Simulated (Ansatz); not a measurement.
This script for the Python package of Ansatz (0.2.0) starts 5 runs on Se, space group Im-3m. What input does the engine get in each?

`se_ecut.py`:
```python
"""Cutoff test for Se."""

import warnings

import ansatz as az
from pymatgen.core import Lattice, Structure
from pymatgen.io.ase import AseAtomsAdaptor
from tabulate import tabulate

warnings.simplefilter("ignore", az.DeckWarning)

pmg_structure = Structure(
    Lattice([(-1.4038, 1.4038, 1.4038), (1.4038, -1.4038, 1.4038), (1.4038, 1.4038, -1.4038)]),
    ["Se"],
    [
        (0.0, 0.0, 0.0),
    ],
)
system = az.Crystal.from_ase(AseAtomsAdaptor.get_atoms(pmg_structure))

calc = (
    system.calculation()
    .kpoints(9, 9, 9)
    .functional("revpbe", dispersion="d4")
    .scf(tolerance=1e-08)
    .occupations("Fermi-Dirac", width=0.05)
    .stress()  # GPa
)

rows = []
for value in [300, 350, 400, 450, 500]:
    rep = calc.basis(value).run().report
    rows.append((value, rep["free_energy_ev"] / len(rep["lattice"]["sites"]), rep["n_iterations"], sum(rep["stress_gpa"][i][i] for i in range(3)) / 3, rep["n_pw"]))

print(tabulate(rows, headers=["cutoff (eV)", "F/atom (eV)", "iterations", "P (GPa)", "plane waves"], floatfmt=".4f", tablefmt="plain"))

# the last row is the reference
for row in rows[:-1]:
    shift = 1000 * (row[1] - rows[-1][1])
    print(f"{row[0]}: {shift:+.2f} meV/atom" + ("  (within 2 meV)" if abs(shift) < 2 else ""))
```

Run 1:
```yaml
crystal:
  lattice:
    - [-1.4038, 1.4038, 1.4038]
    - [1.4038, -1.4038, 1.4038]
    - [1.4038, 1.4038, -1.4038]
  atoms:
    - { symbol: Se, position: [0.0, 0.0, 0.0] }
basis:
  ecutwfc: 300.0
kpoints:
  mp_grid:
    grid: [9, 9, 9]
hamiltonian:
  xc: revpbe
  dispersion: d4
scf:
  convergence:
    dr2_threshold: 1.0e-08
  occupations:
    method: fermi_dirac
    width: 0.05
output:
  stress: true
```

Run 2, against run 1:
```diff
-  ecutwfc: 300.0
+  ecutwfc: 350.0
```

Run 3, against run 1:
```diff
-  ecutwfc: 300.0
+  ecutwfc: 400.0
```

Run 4, against run 1:
```diff
-  ecutwfc: 300.0
+  ecutwfc: 450.0
```

Run 5, against run 1:
```diff
-  ecutwfc: 300.0
+  ecutwfc: 500.0
```

```console
$ python se_ecut.py
  cutoff (eV)    F/atom (eV)    iterations    P (GPa)    plane waves
          300     -5471.2138             6   152.5688            135
          350     -5471.2487             6   152.2261            177
          400     -5471.2503             6   152.1968            201
          450     -5471.2508             6   152.1909            225
          500     -5471.2513             6   152.1856            321
300: +37.51 meV/atom
350: +2.56 meV/atom
400: +1.05 meV/atom  (within 2 meV)
450: +0.51 meV/atom  (within 2 meV)
```

From 400 eV on it stays within 2 meV an atom of the value at 500 eV; the first row (300 eV) is off by 37.5 meV and the last but one by 0.51 meV. The energy falls steadily, as expected when plane waves are added. The pressure moves from 152.57 to 152.19 GPa (the program's stress holds a Pulay correction, so it settles early).

Dispersion corrections can be off by several per cent in the lattices of metals, and by several GPa in the pressure at a fixed cell. The mesh is modest for a metal, so energies can be off by several to tens of meV an atom and pressures by half a GPa or more; differences at equal mesh fare better. The program warned that this SCF threshold is loose for forces or stresses. Pressure is positive in compression. This isn't the structure that Se takes at ambient conditions. Shifts are counted from the last row, which is itself no proven limit. The script silences the warnings on its input, which a real study should read. The whole script took 4.2 s on 1 thread of Intel(R) Xeon(R) Platinum 8488C (Sapphire Rapids), on a shared host, peak memory 0.41 GiB.

(Lines on the test bed's own set-up are left out of the output.)
